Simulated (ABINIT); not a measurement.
Crystal: I.

```xyz
4
Lattice="3.6350 -2.3950 0.0000 3.6350 2.3950 0.0000 0.0000 0.0000 9.7934" Properties=species:S:1:pos:R:3 pbc="T T T"
I     3.6350   -0.7152    3.7646
I     3.6350    1.6799    1.1321
I     3.6350    0.7152    6.0288
I     3.6350   -1.6799    8.6613
```

Base run:

```yaml
Program: ABINIT 10.8.3 (patched build)
Functional: AM05
Potentials_or_basis: JTH PAW PBE v2.0
Cutoff: 408 eV
k_mesh: 7 × 7 × 3
Occupations: fermi-dirac, width 0.05 eV
Spin: no spin polarisation
```

Its results: band gap on the k mesh 1.28 eV, indirect (least direct gap 1.37 eV); pressure 1.0 GPa; largest force 0.821 eV/Å.

Q: The run is repeated on the same cell with these changes: functional from AM05 to PW91. What comes out?

A: Band gap on the k mesh 1.29 eV, indirect (least direct gap 1.38 eV); pressure 1.9 GPa; largest force 1.033 eV/Å.

PW91 binds less tightly than AM05, so the same cell stands under more pressure.

Caveats: the PAW data sets were made with another functional, which shifts forces and pressure a little; spin-orbit coupling is left out, which moves the levels of the heavy elements.

Not every run made on this cell is shown here.
